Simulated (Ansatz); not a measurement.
Seebeck coefficient (μV/K, mean over directions) of n-type BaSnO3 (Pm-3m) against carrier density, PBEsol with spin-orbit coupling, rigid bands (Ansatz, a program for electronic structure). Computed gap 0.86 eV; densities at which minority carriers matter at this gap, or further valleys turn the trend, are left out. Conductivity mass 0.170 mₑ (harmonic mean over directions), N_c = 1.7e18 cm⁻³ at 300 K.

```csv
electron density,300 K,500 K
1e17 cm⁻³,-457,-526
1e18 cm⁻³,-263,-330
3e18 cm⁻³,[?],-239
1e19 cm⁻³,-100,[?]
3e19 cm⁻³,-53,-87
1e20 cm⁻³,-27,-44
3e20 cm⁻³,-15,-25
1e21 cm⁻³,-8,[?]
```

Question: What belongs in the gaps?

Answer: 
- 3e18 cm⁻³, 300 K: -178
- 1e19 cm⁻³, 500 K: -150
- 1e21 cm⁻³, 500 K: -14

Rigid bands with a gap fixed in temperature, one relaxation time for all states, no polarons or phonon drag, and whether or not such doping can be reached.
